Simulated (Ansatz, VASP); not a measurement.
# SiNi in two plane-wave programs

Wanted: the spread between two codes on one cell, functional and k mesh. The two relaxations start from unlike cells of this crystal (the structure described is Ansatz's start), so only their ends are compared.

Calculated with Ansatz 0.2.0; plane waves, with VASP 6.6.1 beside it; relaxation of cell and atoms at BLYP.

## 1. Starting point

Symmetry: P2_13, No. 198, cubic system. Conventional cell: a = 4.504 Å, b = 4.504 Å, c = 4.504 Å, α = 90.00°, β = 90.00°, γ = 90.00°. Nearest to Si lie 7 Ni at 2.36 to 2.44 Å. Nearest to Ni lie 7 Si at 2.36 to 2.44 Å. Farther neighbours are not listed.

## 2. Ansatz: relaxation of cell and atoms, BLYP

Ansatz runs on its default PAW (the set named soft_2) files.

The relaxed volume is the usual yardstick between codes: in a stiff, nearly cubic crystal its relative difference is about their pressure difference at one cell divided by the bulk modulus.

Input file input.yaml:

```yaml
crystal:
  lattice:
    - [4.503694, 0.0, 0.0]
    - [0.0, 4.503694, 0.0]
    - [0.0, 0.0, 4.503694]
  atoms:
    - { symbol: Si, position: [0.65317, 0.15317, 0.34683] }
    - { symbol: Si, position: [0.15317, 0.34683, 0.65317] }
    - { symbol: Si, position: [0.34683, 0.65317, 0.15317] }
    - { symbol: Si, position: [0.84683, 0.84683, 0.84683] }
    - { symbol: Ni, position: [0.350496, 0.850496, 0.649504] }
    - { symbol: Ni, position: [0.850496, 0.649504, 0.350496] }
    - { symbol: Ni, position: [0.649504, 0.350496, 0.850496] }
    - { symbol: Ni, position: [0.149504, 0.149504, 0.149504] }
kpoints:
  mp_grid: { grid: [10, 10, 10] }
hamiltonian:
  xc: blyp
scf:
  occupations: { method: methfessel_paxton, width: 0.25 }
output:
  forces: true
  stress: true
  eigenvalues: true
relax:
  adjacent_minimum: "off"
  f_tol: 0.005
  max_steps: 60
  cell: { stress_tol: 0.03 }
```

Command:

```console
ansatz run input.yaml --threads 8 --pin off --max-ram 16384MiB --backend cpu --events-out ev --progress --plain --runs-dir out
```

Numbers of over 12 decimals in the logs are rounded to 6 here.

What it wrote:

```text
Engine: ansatz 0.2.0, aarch64-unknown-linux-gnu
Pseudopotentials: kind: paw
Pseudopotential: Si, paw, valence charge 4, recommended cutoff 420 eV (normal), Si.paw.azcp
Pseudopotential: Ni, paw, valence charge 18, recommended cutoff 420 eV (normal), Ni.paw.azcp
Functional definition: BLYP
  parameter beta = 0.0042
  parameter a = 0.04918
  parameter b = 0.132
  parameter c = 0.2533
  parameter d = 0.349
  exchange = b88_x(beta = beta)
  correlation = lyp_c(a = a, b = b, c = c, d = d)
Crystal: 8 atoms, lattice volume = 91.350 Å³
Basis set: ecut = 420 eV, 1791 PW (Γ), exchange–correlation on 64×64×64 points (8 copies of the dense FFT grid, shifted against one another)
Bands: 53, of which v1, the nominal top of the filled ones, is band 44 counted from 1 (43 counted from 0)
Symmetry: 12 space group operations
Space group: P213 (ITA 198), of the structure as read, at distance tolerance 4.5e-5 Å
k-points: 76 of 1000 (time reversal used)
Non-local potential: Si, projectors of the file, l = 0: 2, l = 1: 2, l = 2: 2
Non-local potential: Ni, projectors of the file, l = 0: 3, l = 1: 2, l = 2: 3, l = 3: 1
PAW form: soft (Blöchl's): semilocal exchange-correlation on the pseudo side does not see the compensation charge
PAW frozen core: Si, regenerated for the run's functional, and the local potential with it (the file was generated under x = pbe(κ = 0.804, μ = 0.219515), c = pbe(β = 0.066725))
PAW frozen core: Ni, regenerated for the run's functional, and the local potential with it (the file was generated under x = pbe(κ = 0.804, μ = 0.219515), c = pbe(β = 0.066725))
PAW one-centre angular grid: Si, 110 points (default); XC on 64 Gauss nodes
PAW one-centre angular grid: Ni, 590 points (default); XC on 64 Gauss nodes
Initial density: superposition of atomic densities (neutral atoms: chi_scale 0, normalization atom), corrected by the library's trained network
Initial wavefunctions: pseudopotential atomic-orbital guess
Functional: x = b88, c = lyp
SCF iter   1: F=—  HF=-25951.710134 eV  |F-HF|=—  |Δ(HF+E_count)|=         —  Δρ=2.35e-2  dr2=3.62e-1  ethr=1.77e-3  ⟨swp⟩=6.9  Hψ=15344  notcnv=0
preconditioner: auto → Kerker (q_TF=auto, 2.711 Å⁻¹)  [metal: Δε(μ)=0.044 eV  Ē_g=7.092 eV  σ=0.250 eV  W_gap=0.15  n_scr=26 (ndim 8)  ℏωp=29.1 eV  f_vac=0.000  D(μ)=2.59/eV (n_scr^D=18)]
SCF iter   2: F=—  HF=-25951.671439 eV  |F-HF|=—  |Δ(HF+E_count)|=   3.87e-2  S|Δr|=    0.00e0  Δρ=6.78e-3  dr2=3.79e-2  ethr=4.12e-4  ⟨swp⟩=1.5  Hψ=4747  notcnv=0
SCF iter   3: F=—  HF=-25951.665052 eV  |F-HF|=—  |Δ(HF+E_count)|=   6.39e-3  S|Δr|=    0.00e0  Δρ=3.42e-3  dr2=1.03e-2  ethr=4.30e-5  ⟨swp⟩=1.0  Hψ=3879  notcnv=0
SCF iter   4: F=—  HF=-25951.663961 eV  |F-HF|=—  |Δ(HF+E_count)|=   1.09e-3  S|Δr|=    0.00e0  Δρ=1.12e-3  dr2=7.79e-4  ethr=1.17e-5  ⟨swp⟩=2.2  Hψ=5525  notcnv=0
SCF iter   5: F=—  HF=-25951.663947 eV  |F-HF|=—  |Δ(HF+E_count)|=   1.35e-5  S|Δr|=    0.00e0  Δρ=1.43e-4  dr2=2.15e-5  ethr=8.85e-7  ⟨swp⟩=2.6  Hψ=6323  notcnv=0
SCF iter   6: F=—  HF=-25951.663988 eV  |F-HF|=—  |Δ(HF+E_count)|=   4.12e-5  S|Δr|=    0.00e0  Δρ=4.21e-5  dr2=1.58e-6  ethr=2.45e-8  ⟨swp⟩=2.5  Hψ=6434  notcnv=0
SCF iter   7: F=—  HF=-25951.663989 eV  |F-HF|=—  |Δ(HF+E_count)|=   3.02e-7  S|Δr|=    0.00e0  Δρ=1.26e-5  dr2=1.18e-7  ethr=1.79e-9  ⟨swp⟩=2.0  Hψ=5951  notcnv=0
SCF iter   8: F=-25951.663989 eV  HF=-25951.663989 eV  |F-HF|=3.51e-9  |Δ(HF+E_count)|=   1.92e-8  S|Δr|=    0.00e0  Δρ=3.39e-6  dr2=7.31e-9  ethr=1.14e-10  ⟨swp⟩=9.4  Hψ=17168  notcnv=0
SCF 1 converged in 8 iterations: F = -25951.663989 eV  dr2 = 7.31e-9
  greatest PAW one-centre occupation: 1.001 electrons in one spin orbital (limit 2), on the Ni atom at site 6 (counted from 0), in its partial waves of l = 1
relax step   1: F+E_penalty+E_count = -25951.66398865 eV  Δ(F+E_penalty+E_count) = +0.000e0 eV  max|allowed force component| = 3.903e-2 eV/Å  Δτ_max = 0.0000 Å  P = +10.976 GPa  Ω = 91.350 Å³  (8 SCF iters, dr2 threshold 1.00e-7 eV, accepted)
[...]
relax step   8: F+E_penalty+E_count = -25951.86572080 eV  Δ(F+E_penalty+E_count) = -1.746e-5 eV  max|allowed force component| = 1.286e-4 eV/Å  Δτ_max = 0.0015 Å  P = -0.000 GPa  Ω = 97.614 Å³  energy of the carried Pulay correction = -7.796e-6 eV  (5 SCF iters, dr2 threshold 2.40e-9 eV, accepted)
[...]
relax step   9: F+E_penalty+E_count = -25951.86572080 eV  Δ(F+E_penalty+E_count) = -4.438e-10 eV  max|allowed force component| = 1.198e-4 eV/Å  Δτ_max = 0.0000 Å  P = +0.000 GPa  Ω = 97.614 Å³  stress off target by 7.07e-5 GPa  SCF on the basis re-selected at this cell (its energy is not comparable with the rows above)  (4 SCF iters)
basis re-selected at this cell: Δ(F+E_penalty+E_count) = -4.438e-10 eV, ΔP = +0.000 GPa vs the last step (what re-selecting the basis moved, of the pressure what is left beyond the Pulay correction that the steps carried, after the strain that the cell walked since its last selection, with what the two solves' SCF thresholds leave and, on support functions, any second-order correction that the steps lacked; it is no  [...]
SCF converged after 4 iterations
Stability not checked: this state was not tested for a lower state beside it, because cold or Methfessel-Paxton smearing, or corrected tetrahedra, fill the levels in a way that the test cannot read (fill_not_monotonic; see scf.lower_state_search)
Free energy (F): -25951.865721 eV
Harris-Foulkes:  -25951.865721 eV  (|F-HF|=1.46e-11)
Internal energy: -25951.874558 eV  (E = F + TS)
E sigma→0 (E₀):  -25951.867930 eV
Entropy (-TS):   0.008837 eV (1.105 meV/atom)
Fermi energy:    15.509630 eV
--- Per-component energies (eV) ---
  E_band       = -1231.930146
  E_kinetic    = 1310.132687
  E_local      = -17725.922040  (includes V_loc(G=0)·N_el)
  E_nonlocal   = 2639.258697
  E_hartree    = 7645.646611
  E_xc         = -552.769027
  E_vxc        = -614.731021  (∫ρ·V_xc dr)
  E_paw        = -8645.561793  (= ΣΔE_a)
  E_vpaw       = -2131.962823  (= ΣTr[D̂ρ^β])
  E_aug_tail   = 0.001674  (compensation charges beyond the density's cutoff)
  E_ewald      = -10622.734506
  E_core_change = 0.073140  (= ΣΔE_core)
  E_smearing   = 0.008837  (= −TS)
  E_closure    = 0.000000  (closes the sum)
  Σ components = -25951.865721   (vs F -25951.865721, Δ=0.00e0)
--- Forces (eV/Å), atoms counted from 1 ---
  atom   1  Si     0.00004503     0.00004503    -0.00004503
  atom   2  Si     0.00004503    -0.00004503     0.00004503
  atom   3  Si    -0.00004503     0.00004503     0.00004503
  atom   4  Si    -0.00004503    -0.00004503    -0.00004503
  atom   5  Ni     0.00011984     0.00011984    -0.00011984
  atom   6  Ni     0.00011984    -0.00011984     0.00011984
  atom   7  Ni    -0.00011984     0.00011984     0.00011984
  atom   8  Ni    -0.00011984    -0.00011984    -0.00011984
  max |Σ_I F_I| component: 8.56e-17 eV/Å
--- Stress (GPa, compression-positive) ---
        0.000071      -0.000000      -0.000000
       -0.000000       0.000071       0.000000
       -0.000000       0.000000       0.000071
  P = ⅓ Tr σ = 0.0001 GPa (0.001 kbar)
--- Band table (eV; the first three rows and the last of 76) ---
  k-point 0: bands = [... 40 lower, 14.1184, 14.1184, 14.1184, 16.3631, 16.3631, 16.3631, 16.9532, 16.9532, ... 5 higher]
  k-point 1: bands = [... 40 lower, 14.0120, 14.0959, 14.3343, 15.9230, 16.1195, 16.5110, 16.5919, 17.1205, ... 5 higher]
  k-point 2: bands = [... 40 lower, 13.9677, 14.0297, 14.7662, 15.5746, 15.7544, 16.0570, 16.2789, 17.3666, ... 5 higher]
  k-point 75: bands = [... 40 lower, 13.9573, 13.9573, 13.9573, 13.9573, 19.3194, 19.3194, 19.3194, 19.3194, ... 5 higher]
--- Relaxed structure (7 steps of the walk, 7 accepted, 2 SCFs on fresh bases) ---
  F+E_penalty+E_count = -25951.86572080 eV   max|allowed force component| = 1.198e-4 eV/Å   (the final SCF, on the basis selected at the relaxed cell)
  cell:  # Å, volume = 97.6140 Å³
    - [4.604375, 0, 0]
    - [0, 4.604375, 0]
    - [0, 0, 4.604375]
  atoms:
    - { symbol: Si, position: [0.655190, 0.155190, 0.344810] }
    - { symbol: Si, position: [0.155190, 0.344810, 0.655190] }
    - { symbol: Si, position: [0.344810, 0.655190, 0.155190] }
    - { symbol: Si, position: [0.844810, 0.844810, 0.844810] }
    - { symbol: Ni, position: [0.352423, 0.852423, 0.647577] }
    - { symbol: Ni, position: [0.852423, 0.647577, 0.352423] }
    - { symbol: Ni, position: [0.647577, 0.352423, 0.852423] }
    - { symbol: Ni, position: [0.147577, 0.147577, 0.147577] }
```

The column dr2 measures how far the density is from self-consistency, as an energy; F and HF (Harris–Foulkes) agree once it is small.

[end of part 1 of 2]

[Lines on the potential files, build, host, timing and source positions are cut from VASP's logs without a mark.]

[Logs are printed without paths, hosts, clocks, repeated set-up lines and the standing remarks that a program may print on its own settings, such as how far it seeks lower states.]

[Hosts, paths, dates, database ids (printed as entryN), source tags and the programs' standing remarks are cut or masked in the printed files.]
